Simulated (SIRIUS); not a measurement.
Crystal: Zr.

```
CELL_PARAMETERS angstrom
3.23200 0.00000 0.00000
-1.61600 2.79899 0.00000
0.00000 0.00000 5.14700
ATOMIC_POSITIONS crystal
Zr 0.66667 0.33333 0.75000
Zr 0.33333 0.66667 0.25000
```

```yaml
Program: SIRIUS 7.12.0
Task: single point
Functional: PBEsol
Potentials_or_basis: all-electron FP-LAPW
Cutoff: 163 eV
Basis: apw+lo standard
k_mesh: 9 × 9 × 5
Occupations: fermi-dirac, width 0.05 eV
Spin: no spin polarisation
```

On this cell: largest force under 0.003 eV/Å; band gap on the k mesh none (metal or under the smearing width).

The same run follows on a disturbed copy (atoms moved at random):

```
CELL_PARAMETERS angstrom
3.23200 0.00000 0.00000
-1.61600 2.79899 0.00000
0.00000 0.00000 5.14700
ATOMIC_POSITIONS crystal
Zr 0.66214 0.33864 0.74918
Zr 0.34713 0.68258 0.24458
```

Question: What does the disturbed cell give?

Answer: The energy (extrapolated to zero smearing) moves by +1.0 meV/atom; largest force 0.098 eV/Å; band gap on the k mesh none (metal or under the smearing width).

Forces on the atoms (eV/Å):
```
Zr   0.034  0.024 -0.088
Zr  -0.034 -0.024  0.088
```
